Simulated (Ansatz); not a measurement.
**Does relaxation matter for the field gradients of TlBr with a Br vacancy?**

Start: a supercell of TlBr (space group Cmcm) built from a Materials Project structure (computed, not necessarily an observed phase), with all atoms left at the host's positions.

Space group Amm2 (No. 38); a = 9.9435, b = 13.2585, c = 12.4445 Å.

```csv
site,Wyckoff,site symmetry,x,y,z
Tl1,4c,.m.,0.2500,0.5000,0.2223
Tl3,8f,1,0.2500,0.6667,0.7223
Tl7,2b,mm2,0.5000,0.5000,0.4444
Tl8,2a,mm2,0.0000,0.5000,0.4444
Tl9,4e,m..,0.5000,0.6667,0.9444
Tl10,4d,m..,0.0000,0.6667,0.9444
Br13,2a,mm2,0.0000,0.5000,0.6966
Br14,4e,m..,0.5000,0.6667,0.1966
Br15,4d,m..,0.0000,0.6667,0.1966
Br18,4c,.m.,0.2500,0.5000,0.9701
Br20,8f,1,0.2500,0.6667,0.4701
```

One atom of each set is listed; the run and its k-mesh use a cell of 23 atoms with edges of 9.09, 12.44, 9.94 Å.

The numbers come from a DFT calculation in Ansatz (PBE, plane waves and PAW, scalar-relativistic, 420 eV cutoff, Γ-centred 3×3×2 k-points, Fermi–Dirac smearing 0.01 eV, cell charge +1).

The largest force at the start is 0.22 eV/Å. Relaxing the ions at fixed cell moves them by 0.253 Å at most (atom 7, Tl) and 0.104 Å rms. End positions:

Tl1 (0.2479, 0.5000, 0.2114)
Tl3 (0.2420, 0.6705, 0.7220)
Tl7 (0.5000, 0.5000, 0.4241)
Tl8 (0.0000, 0.5000, 0.4488)
Tl9 (0.5000, 0.6704, 0.9511)
Tl10 (0.0000, 0.6679, 0.9493)
Br13 (0.0000, 0.5000, 0.7010)
Br14 (0.5000, 0.6655, 0.2026)
Br15 (0.0000, 0.6723, 0.2032)
Br18 (0.2495, 0.5000, 0.9608)
Br20 (0.2550, 0.6641, 0.4713)

```
site  moved (Å)                        first shell before                              first shell after  V_zz before (10²¹ V/m²)  η before
 Tl1      0.137  7 Br at 3.14–3.79 Å; also 2 Tl at 3.72 Å       5 Br at 3.12–3.36 Å; also 1 Tl at 3.65 Å                     3.31      0.80
 Tl3      0.095  6 Br at 3.14–3.79 Å; also 2 Tl at 3.72 Å  6 Br at 3.12–3.80 Å; also 2 Tl at 3.71–3.83 Å                     9.93      0.37
 Tl7      0.253  6 Br at 3.34–3.79 Å; also 2 Tl at 3.72 Å       6 Br at 3.32–3.52 Å; also 2 Tl at 3.65 Å                    17.16      0.25
 Tl8      0.054  7 Br at 3.14–3.79 Å; also 2 Tl at 3.72 Å       7 Br at 3.14–3.82 Å; also 2 Tl at 3.85 Å                     3.47      0.73
 Tl9      0.097  6 Br at 3.14–3.79 Å; also 2 Tl at 3.72 Å       6 Br at 3.13–3.78 Å; also 2 Tl at 3.83 Å                     3.45      0.18
Tl10      0.063  7 Br at 3.14–3.79 Å; also 2 Tl at 3.72 Å       7 Br at 3.16–3.81 Å; also 2 Tl at 3.71 Å                     3.15      0.70
Br13      0.055                       7 Tl at 3.14–3.79 Å                            7 Tl at 3.14–3.81 Å                     1.71      0.96
Br14      0.076                       7 Tl at 3.14–3.79 Å                            7 Tl at 3.13–3.78 Å                    -1.40      0.92
Br15      0.111                       7 Tl at 3.14–3.79 Å                            7 Tl at 3.16–3.82 Å                     3.11      0.81
Br18      0.116                       7 Tl at 3.14–3.79 Å                            7 Tl at 3.12–3.73 Å                     1.66      0.91
Br20      0.062                       7 Tl at 3.14–3.79 Å                            7 Tl at 3.12–3.90 Å                    -1.79      0.46
```

Question: What are V_zz and η after the relaxation?

Answer: 

| site | V_zz after | η after | change of V_zz |
| --- | --- | --- | --- |
| Tl1 | -3.73 | 0.99 | – |
| Tl3 | 6.51 | 0.72 | -3.42 |
| Tl7 | 12.50 | 0.12 | -4.66 |
| Tl8 | 3.83 | 0.38 | +0.36 |
| Tl9 | 2.38 | 0.30 | -1.07 |
| Tl10 | 2.41 | 0.12 | -0.74 |
| Br13 | -1.75 | 0.72 | – |
| Br14 | -1.85 | 0.57 | -0.45 |
| Br15 | -3.98 | 0.60 | – |
| Br18 | 1.86 | 0.52 | +0.20 |
| Br20 | -1.62 | 0.99 | +0.17 |

The largest change of V_zz along a kept axis is on Tl7, from 17.16 to 12.50. In per cent, |V_zz| changes by -34 to +10 on Tl, -9 to +32 on Br (all sites that start above 0.5, bar those whose gradient vanishes or changes sign or whose main axis turns by over 40°). Where |V_zz| stays above 0.1 and the axes keep their order, η moves most on Br18, from 0.91 to 0.52. On Tl9, Tl10, Br20 V_xx and V_yy change places (or their axes turn by over 50°), so the two values of η hide a larger change. On Tl1, Br15, Br13 the largest principal value lies along another axis in the second run, so the two V_zz can't be compared directly. The host's own positions weren't relaxed first, so part of the change far from the defect can be the host's relaxation.

The defect repeats with the cell of 23 atoms, so it feels its images: sites between two images don't show the values beside a lone defect, and zeros or small values of η there can come from the images' arrangement. Br and Tl carry a gradient in the pure host already, so the values there aren't the defect's effect alone. A uniform background compensates the cell's charge. Spin–orbit coupling is left out, which shifts gradients on Tl by a few per cent, and by more where contributions nearly cancel.
Before: The neighbours have not yet relaxed around the defect (largest force 0.22 eV/Å), so a real crystal will differ.
